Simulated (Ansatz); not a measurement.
Ge:

```
Ge
1.0
     4.00312    0.00000    0.00000
    -2.00156    3.46680    0.00000
     0.00000    0.00000   13.15671
Ge
8
Direct
  0.33333 0.66667 0.15594
  0.66667 0.33333 0.84406
  0.66667 0.33333 0.65594
  0.33333 0.66667 0.34406
  0.00000 0.00000 0.09315
  0.00000 0.00000 0.90685
  0.00000 0.00000 0.59315
  0.00000 0.00000 0.40685
```

This isn't the form of Ge at room conditions, which is diamond.

- Program: Ansatz 0.2.0
- Task: relaxation of cell and atoms
- Functional: LDA
- Potentials or basis: Ansatz PAW
- Cutoff: 420 eV (not typed: the program's choice for these potentials)
- k mesh: 8 × 8 × 2
- Occupations: fermi-dirac, width 0.05 eV
- Spin: no spin polarisation

At the start: volume 22.82 Å³/atom.

Problem. Where does the relaxation end?

Solution. It ends after 5 steps and the volume is 22.18 Å³/atom (-2.8 %); space group P6_3/mmc (No. 194, to 0.05 Å).

Step by step:
```
step  energy change (eV)  largest force (eV/Å)  volume (Å³)
   1              0.0000                0.0146       182.59
   2             -0.0314                0.0144       178.13
   3             -0.0323                0.0078       177.33
   4             -0.0324                0.0001       177.40
   5             -0.0315                0.0001       177.40
```

Final structure:
```yaml
crystal:
  lattice:
    - [3.96802, 0.00000, 0.00000]
    - [-1.98401, 3.43641, 0.00000]
    - [0.00000, 0.00000, 13.00994]
  atoms:
    - { symbol: Ge, position: [0.33333, 0.66667, 0.15583] }
    - { symbol: Ge, position: [0.66667, 0.33333, 0.84417] }
    - { symbol: Ge, position: [0.66667, 0.33333, 0.65583] }
    - { symbol: Ge, position: [0.33333, 0.66667, 0.34417] }
    - { symbol: Ge, position: [0.00000, 0.00000, 0.09324] }
    - { symbol: Ge, position: [0.00000, 0.00000, 0.90676] }
    - { symbol: Ge, position: [0.00000, 0.00000, 0.59324] }
    - { symbol: Ge, position: [0.00000, 0.00000, 0.40676] }
```

Caveat: the plane-wave basis is chosen anew once the cell has moved, so the energies of steps on either side of that aren't comparable; the PAW data sets come from PBE, with cores solved anew for the run's functional, which leaves a small shift of forces and pressure.
